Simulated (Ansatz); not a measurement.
TiTe in Ansatz: the effect of Hubbard term

Crystal: TiTe.

```xyz
2
Lattice="0.0000 3.3106 3.3106 3.3106 0.0000 3.3106 3.3106 3.3106 0.0000" Properties=species:S:1:pos:R:3 pbc="T T T"
Ti    0.0000    0.0000    0.0000
Te    1.6553    1.6553    1.6553
```

The cell comes from a database or a generator and needn't be the stable form of this composition.

Alike in all runs:

| Property | Result |
| --- | --- |
| Program | Ansatz 0.2.0 |
| Task | projected density of states |
| Functional | r2SCAN |
| Potentials or basis | Ansatz PAW |
| Cutoff | 500 eV (not typed: the program's choice for these potentials) |
| k mesh | 7 × 7 × 7 |
| Occupations | fermi-dirac, width 0.05 eV |
| Spin | no spin polarisation |
| Hubbard projectors | ortho-atomic (the default) |
| Double counting | fll (the default) |

| Hubbard term | pressure (GPa) |
| --- | --- |
| none | -7.1 |
| Ti d U = 1 eV | -6.7 |
| Ti d U = 2 eV | ? |
| Ti d U = 3 eV | -5.2 |
| Ti d U = 4 eV | -4.7 |
| Ti d U = 5 eV | -4.3 |
| Ti d U = 6 eV | -4.0 |
| Ti d U = 8 eV | -3.5 |

Question: What does the run with Hubbard term Ti d U = 2 eV give?

Answer: Pressure -5.8 GPa.

Worked out: A parabola through the other rows of the pressure, of slope 0.62 GPa per eV there, gives -5.8 GPa, against the run's -5.8.

Caveats: the PAW data sets come from PBE, with cores solved anew for the run's functional, which leaves a small shift of forces and pressure; the density of states is complete only up to the lowest level of the last band computed; U without spin polarisation on a metal has little footing (some runs); the U is typed as a test and isn't derived for this compound (some runs).
